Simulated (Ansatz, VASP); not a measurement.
# Ir: VASP beside Ansatz

```
Ir
1.0
     0.00000    1.92696    1.92696
     1.92696    0.00000    1.92696
     1.92696    1.92696    0.00000
Ir
1
Direct
  0.00000 0.00000 0.00000
```

Alike in both runs: task single point; functional PBE; k mesh 10 × 10 × 10; occupations gaussian, width 0.1 eV; no spin polarisation; Hubbard terms Ir d U = 4.4 eV, J = 0.5 eV.

|  | VASP | Ansatz |
| --- | --- | --- |
| version | VASP 6.6.1 | Ansatz 0.2.0 |
| potentials or method | VASP PAW PBE potentials, release 64 (Ir) | scalar-relativistic, plane waves, PAW |
| plane-wave cutoff (eV) | 520 | 420 |
| valence electrons in the cell | 9 | 17 |

```csv
,VASP,Ansatz,Ansatz less VASP
gap on the k mesh at the Fermi level (eV),none,none,-
pressure (GPa),-9.0,-4.0,+5.02
```

The programs project onto different local orbitals, so the same U acts differently. A gap of «none» marks a metal or a gap that the smearing closes. The two sets of potentials don't hold the same shells in valence. Ansatz warned: «filled_band_counts_differ_across_k_points».

Caveats: U without spin polarisation on a metal has little footing; the U is typed as a test and isn't derived for this compound. Spin-orbit coupling is left out, which matters for the levels of Ir.
